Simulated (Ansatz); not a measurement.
In doubt: masses and optical values from hybrid runs of this build are listed as unsure (in some of the runs), which bears on the screening that GW takes from such a start.

Two G0W0 runs on PbSe (Clausthalite).

```cif
data_structure
_symmetry_space_group_name_H-M 'P 1'
_symmetry_Int_Tables_number 1
_cell_length_a 4.3284
_cell_length_b 4.3284
_cell_length_c 4.3284
_cell_angle_alpha 60.000
_cell_angle_beta 60.000
_cell_angle_gamma 60.000
_cell_volume 57.34
loop_
_atom_site_label
_atom_site_type_symbol
_atom_site_fract_x
_atom_site_fract_y
_atom_site_fract_z
_atom_site_occupancy
Pb1 Pb 0.00000 0.00000 0.00000 1
Se2 Se 0.50000 0.50000 0.50000 1
```

The cell and positions come from the Crystallography Open Database and are kept as given unless a step says otherwise. Spin-orbit coupling is left out unless a run names it.

The first (Ansatz 0.2.0; start PBE with 75 % exact exchange, 6×6×6 mesh, 239 empty bands, screening to 150 eV, PAW set soft_1 files; 1 × NVIDIA H100 80GB HBM3 (shared by 6 runs) with 2 threads of AMD EPYC 7R13 (Zen 3), shared host) gave, on its mesh: starting gap 3.51 eV, G0W0 gap 1.57 eV, RPA ε∞ (mean) 5.97, 91 s.

The second changes start from PBE with 75 % exact exchange to Hartree-Fock. What does it give?

It gave: starting gap 5.00 eV, G0W0 gap 1.90 eV, RPA ε∞ (mean) 4.66, 92 s. The G0W0 gap moves by +0.33 eV, +1.49 eV from the start and −1.17 eV from the correction. Σc changes by +0.14 eV at the valence top and +0.26 eV at the conduction bottom, and Σx − Vxc between them by −1.29 eV.

Limits: not at the basis limit; no spin-orbit coupling.

[Paths, hosts, dates, memory and timing lines, banners, echoed tables and standing remarks are left out of the program output.]

[Logs are printed without paths, hosts, clocks, repeated set-up lines and the standing remarks that a program may print on its own settings, such as how far it seeks lower states.]

[Runs of the session that timed out or met a known fault of the program may be left out.]

[Cells called generated may have been cut or substituted from an entry of the Crystallography Open Database or the Materials Project.]

[Hosts, paths, dates, database ids (printed as entryN), source tags and the programs' standing remarks are cut or masked in the printed files.]
